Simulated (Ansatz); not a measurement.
MgO: from a guess to a relaxed structure

Computed with DFT PBE, scalar-relativistic, plane waves, PAW in Ansatz. Cutoff 420 eV, Gaussian smearing, Γ-centred meshes. Cell and atoms relax first on a coarse mesh and then on a converged one. In between, the cell is made exact in the group found at 0.06 Å. The steps can't lower the symmetry of their start. No spin polarisation.

The cell of MgO is invented: 6-connected net, two elements spread over the vertices (C222_1, No. 20). Lengths were set from tabulated atomic sizes, so they are only a guess.

```
Mg O
1.0
     2.35115   -2.35115    0.00000
     2.35115    2.35115    0.00000
     0.00000    0.00000    3.32503
Mg O
2 2
Direct
  0.62500 0.62500 0.00000
  0.37500 0.37500 0.50000
  0.87500 0.12500 0.25000
  0.12500 0.87500 0.75000
```

Energies over the elements count from the elements' standard structures at the same level (O₂ as a molecule), with no fitted energy shifts.

Q: Describe the relaxed structure.

A: The symmetry goes from C222_1 (No. 20) to F-43m (No. 216), and the primitive cell from 4 to 2 atoms. The end has the zinc blende type. The volume per atom grows by 33.5 %, from 9.2 to 12.3 Å³. The shortest distance goes from 2.04 Å (Mg–O, Mg–Mg and O–O) to 2.00 Å (Mg–O). The energy falls by about 2.3 eV/atom (the start's value is from the coarse mesh). The end is written in a standard setting, so origin, axes and order of atoms can differ from the start's. Conventional cell: a = 4.612 Å. Mg is surrounded by 4 O at 2.00 Å; O is surrounded by 4 Mg at 2.00 Å.

```
Mg O
1.0
     0.00000    2.30616    2.30616
     2.30616    0.00000    2.30616
     2.30616    2.30616    0.00000
Mg O
1 1
Cartesian
  2.3062 2.3062 2.3062
  3.4592 3.4592 3.4592
```

Q: Give its energy and gap.

A: The formation energy is −2.584 eV/atom and the gap on the 8×8×8 mesh of the 2-atom cell is 3.48 eV.

A negative formation energy is needed for stability but isn't enough: competing phases decide.

The last run used Gaussian smearing of 0.02 eV. Kohn–Sham gaps at this level usually fall short of measured ones. A later test with randomly moved atoms came back to the same energy, though modes that don't fit the test's cell weren't probed. In all, the 3 runs took 65 s on 1 thread of Intel(R) Xeon(R) Platinum 8375C CPU @ 2.90GHz (Ice Lake) (shared host).
